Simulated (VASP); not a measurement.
# GaAs (F-43m) in VASP: notebook

One crystal, GaAs, is run at these levels: HSE06, PBE, r2SCAN, SCAN; tasks: relaxation of cell and atoms, single point.

All numbers are computed with VASP 6.6.1; they aren't measurements. Logs are shortened: lines on timing, memory, paths and dates and some standing lists are left out, and cuts for length are marked.

**Measured values to compare with.**

“Evidence of valence band perturbations in GaAsN/GaAs(001): A combined variable-angle spectroscopic ellipsometry and modulated photoreflectance investigation”, 2008, arxiv:0805.2212 reports, for a bulk crystal of GaAs at 300 K: band gap 1.412 ± 0.01 eV (direct).

The results are compared with them further down.

**1. The structure**

The structure is cubic, space group F-43m (No. 216). The conventional cell has a = 5.654 Å, b = 5.654 Å, c = 5.654 Å, α = 90.00°, β = 90.00°, γ = 90.00°. Around As (site symmetry -43m) lie 4 Ga at 2.45 Å. Ga (site symmetry -43m) has 4 As at 2.45 Å as nearest neighbours.

**2. Relaxation of cell and atoms, HSE06**

Contents of POSCAR:

```
GaAs
1.0
    0.0000000000      2.8268500000      2.8268500000
    2.8268500000      0.0000000000      2.8268500000
    2.8268500000      2.8268500000      0.0000000000
As Ga
1 1
Direct
    0.7500000000      0.7500000000      0.7500000000
    0.0000000000      0.0000000000      0.0000000000
```

Contents of INCAR.step1:

```
SYSTEM = GaAs
PREC = Accurate
ENCUT = 600
EDIFF = 1E-5
ISMEAR = -1
SIGMA = 0.05
LREAL = .False.
LASPH = .True.
NELM = 60
ALGO = Normal
LWAVE = .True.
LCHARG = .False.
GGA = PE
```

Contents of INCAR.step2:

```
SYSTEM = GaAs
PREC = Accurate
ENCUT = 600
EDIFF = 1E-7
ISMEAR = -1
SIGMA = 0.05
LREAL = .False.
LASPH = .True.
NELM = 60
ALGO = Normal
ISIF = 3
LWAVE = .False.
LCHARG = .False.
GGA = PE
LHFCALC = .True.
HFSCREEN = 0.2
PRECFOCK = Fast
IBRION = 2
NSW = 40
EDIFFG = -0.02
ISTART = 1
```

Contents of KPOINTS:

```
regular mesh
0
Gamma
  4 4 4
  0 0 0
```

Potentials or basis: VASP PAW PBE potentials, release 64 (As, Ga_d).

The run is started by

```bash
cat potpaw_PBE.64/As/POTCAR potpaw_PBE.64/Ga_d/POTCAR > POTCAR
cp INCAR.step1 INCAR
mpirun -np 1 vasp_std > vasp.out
cp INCAR.step2 INCAR
mpirun -np 1 vasp_std > vasp.out
```

OUTCAR:

```text
SYSTEM = GaAs
   PREC = Accurate
   ENCUT = 600
   EDIFF = 1E-7
   ISMEAR = -1
   LREAL = .False.
   LASPH = .True.
   NELM = 60
   ISIF = 3
   GGA = PE
   LHFCALC = .True.
   HFSCREEN = 0.2
   PRECFOCK = Fast
   IBRION = 2
   NSW = 40
   EDIFFG = -0.02
   ISTART = 1

 ion  position               nearest neighbor table
   1  0.750  0.750  0.750-   2 2.45   2 2.45   2 2.45   2 2.45
   2  0.000  0.000  0.000-   1 2.45   1 2.45   1 2.45   1 2.45

  LATTYP: Found a face centered cubic cell.
 ALAT       =     5.6537000000

  Lattice vectors:

 A1 = (   0.0000000000,   2.8268500000,   2.8268500000)
 A2 = (   2.8268500000,   0.0000000000,   2.8268500000)
 A3 = (   2.8268500000,   2.8268500000,   0.0000000000)

Analysis of symmetry for initial positions (statically):
=====================================================================
 Subroutine PRICEL returns:
 Original cell was already a primitive cell.

 Routine SETGRP: Setting up the symmetry group for a
 face centered cubic supercell.

 Subroutine GETGRP returns: Found 24 space group operations
 (whereof 24 operations were pure point group operations)
 out of a pool of 48 trial point group operations.

The static configuration has the point symmetry T_d .

Analysis of symmetry for dynamics (positions and initial velocities):
=====================================================================
 Subroutine PRICEL returns:
 Original cell was already a primitive cell.

 Routine SETGRP: Setting up the symmetry group for a
 face centered cubic supercell.

 Subroutine GETGRP returns: Found 24 space group operations
 (whereof 24 operations were pure point group operations)
 out of a pool of 48 trial point group operations.

The dynamic configuration has the point symmetry T_d .

 Subroutine INISYM returns: Found 24 space group operations
 (whereof 24 operations are pure point group operations),
 and found     1 'primitive' translations

----------------------------------------------------------------------------------------

                                     Primitive cell

  volume of cell :      45.1792

  direct lattice vectors                    reciprocal lattice vectors
     0.000000000  2.826850000  2.826850000    -0.176875321  0.176875321  0.176875321
     2.826850000  0.000000000  2.826850000     0.176875321 -0.176875321  0.176875321
     2.826850000  2.826850000  0.000000000     0.176875321  0.176875321 -0.176875321

  length of vectors
     3.997769609  3.997769609  3.997769609     0.306357042  0.306357042  0.306357042

  position of ions in fractional coordinates (direct lattice)
[... 68 lines left out ...]
   ISIF   =      3    stress and relaxation
   ISYM   =      3    0-nonsym 1-usesym 2-fastsym
   POTIM  = 0.5000    time-step for ionic-motion
   TEBEG  =    0.0;   TEEND  =   0.0 temperature during run
   PSTRESS=    0.0 pullay stress
   NELECT =      18.0000    total number of electrons
   NUPDOWN=      -1.0000    fix difference up-down
   EMIN   =  10.00;   EMAX   =-10.00  energy-range for DOS
   EFERMI =   0.00;   METHOD = LEGACY
   ISMEAR =    -1;   SIGMA  =   0.05  broadening in eV -4-tet -1-fermi 0-gaus
   EFERMI_NEDOS =   21; number of points for ismear=-14 and -15
   IALGO  =     38    algorithm
   IMIX   =      1    mixing-type and parameters
     AMIX     =   0.40;   BMIX     =  1.00
     AMIX_MAG =   1.60;   BMIX_MAG =  1.00
  volume/ion in A,a.u.               =      22.59       152.44
  Fermi-wavevector in a.u.,A,eV,Ry     =   1.204628  2.276417 19.743799  1.451128
  Thomas-Fermi vector in A             =   2.340347
   LORBIT       =      0    0 simple, 1 ext, 2 COOP (PROOUT), +10 PAW based schemes
   GGA     = PE    functional components
   LHFCALC =     T    Hartree Fock is set to
   PRECFOCK=fast      Normal, Fast or Accurate (Low or Medium for compatibility)
   ENCUT4O =  -1.0   cutoff for four orbital integrals eV
   NKREDX  =     1    reduce k-point grid by
   NKREDY  =     1    reduce k-point grid by
   NKREDZ  =     1    reduce k-point grid by
   AEXX    =    0.2500 exact exchange contribution
   HFSCREEN=    0.2000 screening length (either q_TF or 0.3 A-1)
   HFSCREENC=   0.2000 screening length for correlation (either q_TF or 0.3 A-1)
   ENCUTFOCK=  -1.0 apply spherical cutoff to Coloumb kernel
   IVDW    =     0    specifies the selected vdW correction
   LEPSILON=     F    determine dielectric tensor
   LRPA    =     F    only Hartree local field effects (RPA)
 conjugate gradient relaxation of ions
 non-spin polarized calculation
  energy-cutoff  :      600.00
  volume of cell :       45.18
 maximum number of plane-waves:      1540
  NGX = 18; NGY = 18; NGZ = 18

--------------------------------------- Ionic step        1  -------------------------------------------

 number of electron      18.0000011 magnetization

 Free energy of the ion-electron system (eV)
  ---------------------------------------------------
  ext. energy  EPLUGINS =         0.00000000
  ---------------------------------------------------
  free energy    TOTEN  =        -9.74152742 eV

  energy without entropy =       -9.74152739  energy(sigma->0) =       -9.74152740

------------------------ aborting loop because EDIFF is reached ----------------------------------------

  FORCE on cell =-STRESS in cart. coord.  units (eV):
  Direction    XX          YY          ZZ          XY          YZ          ZX
  --------------------------------------------------------------------------------------
  -------------------------------------------------------------------------------------
  Total        0.3490559      0.3490559      0.3490559      0.0000000      0.0000000      0.0000000
  in kB       12.3784770     12.3784770     12.3784770      0.0000000      0.0000000      0.0000000
  external PRESSURE =      12.3784770 kB  Pullay stress =       0.0000000 kB
[... 59 lines left out ...]
--------------------------------------- Ionic step        3  -------------------------------------------

 number of electron      18.0000009 magnetization

 Free energy of the ion-electron system (eV)
  ---------------------------------------------------
  ext. energy  EPLUGINS =         0.00000000
  ---------------------------------------------------
  free energy    TOTEN  =        -9.74431078 eV

  energy without entropy =       -9.74431067  energy(sigma->0) =       -9.74431072

 E-fermi :   4.0638     XC(G=0):  -7.8785

 val. band max:        3.3614096902   @ k =   0.0000   0.0000   0.0000
 cond. band min:       4.7113151713   @ k =   0.0000   0.0000   0.0000
 fundamental gap:      1.3499054812
 Fermi energy:         4.0637939641

 k-point     1 :       0.0000    0.0000    0.0000
  band No.  band energies     occupation
      1     -14.0133      2.00000
      2     -14.0133      2.00000
      3     -14.0133      2.00000
      4     -13.9362      2.00000
      5     -13.9362      2.00000
      6     -10.4574      2.00000
      7       3.3614      2.00000
      8       3.3614      2.00000
      9       3.3614      2.00000
     10       4.7113      0.00000
     11       7.9219      0.00000
     12       7.9219      0.00000
     13       7.9219      0.00000
[... 139 lines left out ...]
  FREE ENERGIE OF THE ION-ELECTRON SYSTEM (eV)
  ---------------------------------------------------
  free  energy   TOTEN  =        -9.7443107773 eV

  energy  without entropy=       -9.7443106695  energy(sigma->0) =       -9.74431072

 reached required accuracy - stopping structural energy minimisation
```

OUTCAR.step1:

```text
SYSTEM = GaAs
   PREC = Accurate
   ENCUT = 600
   EDIFF = 1E-5
   ISMEAR = -1
   LREAL = .False.
[... 330 lines left out ...]
      4.24027      4.24027      4.24027         0.000000      0.000000      0.000000
      0.00000      0.00000      0.00000        -0.000000     -0.000000     -0.000000
 -----------------------------------------------------------------------------------
    total drift:                               -0.000002     -0.000002     -0.000002

  FREE ENERGIE OF THE ION-ELECTRON SYSTEM (eV)
  ---------------------------------------------------
  free  energy   TOTEN  =        -8.0730382785 eV

  energy  without entropy=       -8.0728365377  energy(sigma->0) =       -8.07293741
```

OSZICAR.step1:

```text
N       E                     dE             d eps       ncg     rms          rms(c)
DAV:   1     0.821321130979E+02    0.82132E+02   -0.10076E+04   208   0.201E+03
DAV:   2    -0.157596302084E+01   -0.83708E+02   -0.81334E+02   226   0.336E+02
DAV:   3    -0.814638542196E+01   -0.65704E+01   -0.65243E+01   248   0.779E+01
DAV:   4    -0.825677803953E+01   -0.11039E+00   -0.11036E+00   243   0.115E+01
DAV:   5    -0.825849239901E+01   -0.17144E-02   -0.17143E-02   254   0.133E+00    0.298E+00
DAV:   6    -0.809364908203E+01    0.16484E+00   -0.29650E-01   324   0.103E+01    0.180E+00
DAV:   7    -0.807085516098E+01    0.22794E-01   -0.86840E-02   290   0.231E+00    0.589E-01
DAV:   8    -0.807233521528E+01   -0.14801E-02   -0.12561E-02   223   0.153E+00    0.116E-01
DAV:   9    -0.807287892602E+01   -0.54371E-03   -0.13098E-03   236   0.504E-01    0.538E-02
DAV:  10    -0.807296918609E+01   -0.90260E-04   -0.10045E-04   261   0.119E-01    0.300E-02
DAV:  11    -0.807303787808E+01   -0.68692E-04   -0.10271E-04   213   0.842E-02    0.357E-03
DAV:  12    -0.807303827848E+01   -0.40040E-06   -0.14588E-06   164   0.181E-02
   1 F= -.80730383E+01 E0= -.80729374E+01  d E =-.201741E-03
```

It took 7.7 min on 1 thread of AMD EPYC 9R45 (Zen 5), shared host; peak memory 0.27 GiB.

What came out:

```
Free energy                            : -9.7443 eV
Relaxed volume                         : 22.96 Å³/atom
Relaxed cell                           : a = 4.019 Å, b = 4.019 Å, c = 4.019 Å, α = 60.00°, β = 60.00°, γ = 60.00°
Space group after relaxing (to 0.05 Å) : F-43m (No. 216)
Energy gained by relaxing              : 1.4 meV/atom
Ionic steps                            : 3
Pressure after relaxing                : 0.0 GPa
Band gap on the k mesh                 : 1.35 eV, direct
```

The path:
```
step  energy change (eV)  largest force (eV/Å)  pressure (GPa)  volume (Å³)
   1              0.0000                0.0000            1.24        45.18
   2             -0.0020                0.0000           -0.66        46.33
   3             -0.0028                0.0000            0.03        45.92
```

Final structure:
```
CELL_PARAMETERS angstrom
0.00000 2.84214 2.84214
2.84214 0.00000 2.84214
2.84214 2.84214 0.00000
ATOMIC_POSITIONS crystal
As 0.75000 0.75000 0.75000
Ga 0.00000 0.00000 0.00000
```

Caveat: the k mesh is coarse (spacing up to 0.48 Å⁻¹), so the values aren't converged, least of all with exact exchange; the PAW data sets were made with another functional, which shifts forces and pressure a little. A k mesh can miss the band edges.

(Part 1 of 2 ends here.)
